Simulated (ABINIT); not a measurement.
# CuO (Tenorite) (Cc) in ABINIT: reference runs, part 2 of 2

ABINIT 10.8.3 (patched build).

### 3 Single point, PBE (atoms moved at random, drawn with an rms of 0.05 Å)

File run.abi:

```
# Pseudopotentials
pp_dirpath "./"
pseudos "Cu.GGA_PBE-JTH.xml, O.GGA_PBE-JTH.xml"

# Structure
acell 3*1.0 Angstrom
rprim
     2.3446500000    -1.7134000000     0.0000000000
     2.3446500000     1.7134000000     0.0000000000
    -0.8605543552     0.0000000000     5.0594363927
ntypat 2
znucl 29 8
natom 4
typat 1 1 2 2
xred
     0.5057020000    -0.0099960000     0.4952360000
     0.0115430000     0.5010150000    -0.0027230000
     0.4001180000     0.5775250000     0.7609880000
     0.5763470000     0.4140770000     0.2581400000
chkprim 0
chksymtnons 0
tolsym 1.0e-6

# Plane-wave basis
ecut 26.0
pawecutdg 48.0
pawxcdev 0

# k points
kptopt 1
ngkpt 10 10 5
nshiftk 1
shiftk 0.0 0.0 0.0

# Exchange and correlation
ixc 11

# Bands and occupations
nband 30
occopt 3
tsmear 0.05 eV

# SCF cycle
nstep 100
tolvrs 1.0e-9

# Output
iomode 3
prtwf 0
prtden 0
prteig 0
prtebands 0
enunit 1
```

Potentials or basis: JTH PAW PBE v2.0.

Command:

```bash
> mpirun --bind-to none -np 4 abinit run.abi > log 2>&1
```

run.abo:

```text
.Version 10.8.3 of ABINIT
 Symmetries : space group P1 (#  1); Bravais aP (primitive triclinic)
================================================================================
 Values of the parameters that define the memory need of the present run
     intxc =       0    ionmov =       0      iscf =      17    lmnmax =      18
     lnmax =       6     mgfft =      48  mpssoang =       3    mqgrid =    3001
     natom =       4  nloc_mem =       2    nspden =       1   nspinor =       1
    nsppol =       1      nsym =       1    n1xccc =       1    ntypat =       2
    occopt =       3   xclevel =       2
       mpw =        1751          nfft =       34992          nkpt =         252
Pmy_natom=         1
 PAW method is used; the additional fine FFT grid is defined by:
   mgfftf=        64    nfftf =     82944
================================================================================
================================================================================

[... 285 lines left out ...]

 -outvars: echo values of variables after computation  --------
            acell      1.8897261259E+00  1.8897261259E+00  1.8897261259E+00 Bohr
           etotal     -4.2814426749E+02
            fcart     -4.1721789416E-03  4.5139457614E-03  1.7318650804E-02
                      -2.2210386685E-02  1.0333098700E-02  1.6084878993E-02
                       1.8016717621E-02 -1.4628408054E-02 -2.0837325116E-02
                       8.3658480060E-03 -2.1863640743E-04 -1.2566204681E-02
            rprim      2.3446500000E+00 -1.7134000000E+00  0.0000000000E+00
                       2.3446500000E+00  1.7134000000E+00  0.0000000000E+00
                      -8.6055435520E-01  0.0000000000E+00  5.0594363927E+00
           strten     -2.3332340129E-04 -2.2291810239E-04 -1.9259797071E-04
                      -2.6151652177E-05  9.6459511582E-05  6.7505083570E-07
           xangst      7.3607957625E-01 -8.8359695320E-01  2.5056150414E+00
                       1.2041124042E+00  8.3866132480E-01 -1.3776845297E-02
                       1.6373591223E+00  3.0396915380E-01  3.8501703816E+00
                       2.1000541303E+00 -2.7803341800E-01  1.3060429104E+00
             xred      5.0570200000E-01 -9.9960000000E-03  4.9523600000E-01
                       1.1543000000E-02  5.0101500000E-01 -2.7230000000E-03
                       4.0011800000E-01  5.7752500000E-01  7.6098800000E-01
                       5.7634700000E-01  4.1407700000E-01  2.5814000000E-01
 Calculation completed.
```

Run time: 3 min. Hardware: 4 MPI ranks of Arm Neoverse V1, shared host; peak memory 0.68 GiB.

What came out:

* Free energy: -11650.3990 eV
* Pressure: 6.4 GPa
* Largest force: 1.604 eV/Å
* Band gap on the k mesh: none (metal or under the smearing width)
* Valence electrons inside the program's atomic spheres: Cu 17.31, 17.32; O 4.51

Forces in eV/Å, atoms in the order of the input:
```
Cu  -0.215  0.232  0.891
Cu  -1.142  0.531  0.827
O    0.926 -0.752 -1.071
O    0.430 -0.011 -0.646
```

Levels at points of the mesh, in eV from the Fermi level:
```
           k point  band 23  band 24  band 25  band 26  band 27  band 28
(0.00, 0.00, 0.00)    -2.06    -1.63     0.21     0.92     1.68     6.00
(0.50, 0.00, 0.00)    -1.48    -1.38     0.00     0.27     4.90     6.28
(0.00, 0.50, 0.00)    -1.48    -1.35    -0.11     0.36     4.86     6.27
(0.50, 0.50, 0.00)    -1.67    -1.21    -0.65     1.02     3.36     6.94
```

Caveat: the run has no spin polarisation, though such a crystal can be magnetic; semilocal functionals often make such compounds metallic where correlation or magnetic order opens a gap, which also shifts bond lengths.

### 4 Equation of state, PBE

File run.abi:

```
ndtset 7
scalecart1 3*0.9795861087
scalecart2 3*0.9864848297
scalecart3 3*0.9932883884
scalecart4 3*1.0000000000
scalecart5 3*1.0066227096
scalecart6 3*1.0131594038
scalecart7 3*1.0196128224

pp_dirpath "./"
pseudos "Cu.GGA_PBE-JTH.xml, O.GGA_PBE-JTH.xml"

acell 5.4877344662 5.4877344662 9.6982634442
rprim
     0.8073908068    -0.5900170210     0.0000000000
     0.8073908068     0.5900170210     0.0000000000
    -0.1676807457     0.0000000000     0.9858413501
ntypat 2
znucl 29 8
natom 4
typat 1 1 2 2
xred
     0.4968000000     0.0032000000     0.5000000000
     0.0032000000     0.4968000000     0.0000000000
     0.4056000000     0.5714000000     0.7537000000
     0.5714000000     0.4056000000     0.2537000000
chkprim 0
chksymtnons 0
tolsym 1.0e-6

ecut 707.496042 eV
pawecutdg 48.0
pawxcdev 0

kptopt 1
ngkpt 10 10 5
nshiftk 1
shiftk 0.0 0.0 0.0

ixc 11

nband 30
occopt 3
tsmear 0.00183747

nstep 100
tolvrs 1.0e-9

iomode 3
prtwf 0
prtden 0
prteig 0
prtebands 0
```

Potentials or basis: JTH PAW PBE v2.0.

Command:

```bash
> mpirun --bind-to none -np 4 abinit run.abi > log 2>&1
```

run.abo:

```text
.Version 10.8.3 of ABINIT
 DATASET    1 : space group Cc (#  9); Bravais mC (1-face-center monocl.)
================================================================================
 Values of the parameters that define the memory need for DATASET  1.
     intxc =       0    ionmov =       0      iscf =      17    lmnmax =      18
     lnmax =       6     mgfft =      45  mpssoang =       3    mqgrid =    3001
     natom =       4  nloc_mem =       2    nspden =       1   nspinor =       1
    nsppol =       1      nsym =       2    n1xccc =       1    ntypat =       2
    occopt =       3   xclevel =       2
       mpw =        1651          nfft =       32805          nkpt =         141
Pmy_natom=         1
 PAW method is used; the additional fine FFT grid is defined by:
   mgfftf=        60    nfftf =     77760
================================================================================
================================================================================
[... 1794 lines left out ...]
                      -1.3358452490E-02  7.6223159355E-03  5.2620815394E-03
[... 66 lines left out ...]
                       1.1723249992E+00  8.4573423939E-01  0.0000000000E+00
                       1.6421232316E+00  2.8408171979E-01  3.8132972067E+00
                       2.0724004088E+00 -2.8408171979E-01  1.2835790120E+00
           xangst5     7.4696218924E-01 -8.5133529165E-01  2.5464717837E+00
                       1.1800889672E+00  8.5133529165E-01  0.0000000000E+00
                       1.6529985368E+00  2.8596311053E-01  3.8385515667E+00
                       2.0861253148E+00 -2.8596311053E-01  1.2920797830E+00
           xangst6     7.5181272894E-01 -8.5686359775E-01  2.5630077779E+00
                       1.1877520973E+00  8.5686359775E-01  0.0000000000E+00
                       1.6637325942E+00  2.8782006586E-01  3.8634779245E+00
                       2.0996719626E+00 -2.8782006586E-01  1.3004701465E+00
           xangst7     7.5660147416E-01 -8.6232147482E-01  2.5793331084E+00
                       1.1953176012E+00  8.6232147482E-01  0.0000000000E+00
                       1.6743299028E+00  2.8965336411E-01  3.8880867276E+00
                       2.1130460299E+00 -2.8965336411E-01  1.3087536192E+00
             xred      4.9680000000E-01  3.2000000000E-03  5.0000000000E-01
                       3.2000000000E-03  4.9680000000E-01  0.0000000000E+00
                       4.0560000000E-01  5.7140000000E-01  7.5370000000E-01
                       5.7140000000E-01  4.0560000000E-01  2.5370000000E-01
 Calculation completed.
```

It took 11 min on 4 MPI ranks of Arm Neoverse V1, shared host; peak memory 0.68 GiB.

Results:

| Item | Value |
| --- | --- |
| Equilibrium volume | 10.52 Å³/atom |
| Bulk modulus at fixed shape and positions | 161 GPa |
| Pressure derivative of the bulk modulus | 4.7 |

Energy against volume, from the lowest point:
```
volume (Å³/atom)  energy (meV/atom)
           9.553              53.29
           9.756              31.82
           9.959              16.37
          10.163               6.29
          10.366               1.00
          10.569               0.00
          10.772               2.85
```

Caveat: pressures at fixed basis lie under the slope of the energies; the cell was scaled at fixed shape and fractional positions, which overstates the stiffness of a crystal with free parameters, most of all of layers and chains; the run has no spin polarisation, though such a crystal can be magnetic.

### 5 The runs side by side

```csv
task,cell,gap on the mesh (eV),pressure (GPa),largest force (eV/Å)
single point,as given,none,5.5,0.77
single point,"atoms moved at random, drawn with an rms of 0.05 Å",none,6.4,1.60
equation of state,as given,-,-,-
```

Alike in all rows: level PBE; potentials or basis JTH PAW PBE v2.0; no spin polarisation; k mesh 10 × 10 × 5; cutoff (eV) 707; smearing fermi-dirac 0.05 eV.

Caveats: the run has no spin polarisation, though such a crystal can be magnetic; semilocal functionals often make such compounds metallic where correlation or magnetic order opens a gap, which also shifts bond lengths (some runs); pressures at fixed basis lie under the slope of the energies (some runs); the cell was scaled at fixed shape and fractional positions, which overstates the stiffness of a crystal with free parameters, most of all of layers and chains (some runs).

Absolute energies hang on the potentials; compare differences alone.
